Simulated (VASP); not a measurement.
The system is Al2O3.

```xyz
10
Lattice="2.7482 0.0000 4.3310 -1.3741 2.3800 4.3310 -1.3741 -2.3800 4.3310" Properties=species:S:1:pos:R:3 pbc="T T T"
Al    0.0000    0.0000    4.5761
Al    0.0000    0.0000    1.9204
Al    0.0000    0.0000    8.4169
Al    0.0000    0.0000   11.0726
O     1.2627   -0.7290    3.2483
O    -1.2627   -0.7290    3.2483
O     0.0000    1.4580    3.2483
O    -1.2627    0.7290    9.7447
O     1.2627    0.7290    9.7448
O     0.0000   -1.4580    9.7448
```

The cell was built by a generator and needn't be a form met in nature.

Base run:

```yaml
Program: VASP 6.6.1
Functional: r2SCAN
Potentials_or_basis: VASP PAW PBE potentials, release 64 (Al, O)
Cutoff: 520 eV
k_mesh: 4 × 4 × 4
Occupations: fermi-dirac, width 0.05 eV
Spin: no spin polarisation
```

Its results: band gap on the k mesh 7.14 eV, direct.

Task: After a change of settings the same cell gave: band gap on the k mesh 7.95 eV, direct. Which change was it?
A. functional from r2SCAN to PBE; further incar settings from ALGO = Normal; EDIFF = 1e-07 to ALGO = Fast; EDIFF = 1e-08
B. functional from r2SCAN to TB-mBJ
C. functional from r2SCAN to PBEsol; further incar settings from ALGO = Normal; EDIFF = 1e-07 to ALGO = Fast; EDIFF = 1e-07
D. functional from r2SCAN to SCAN

Result: B.

Not every run made on this cell is shown here.
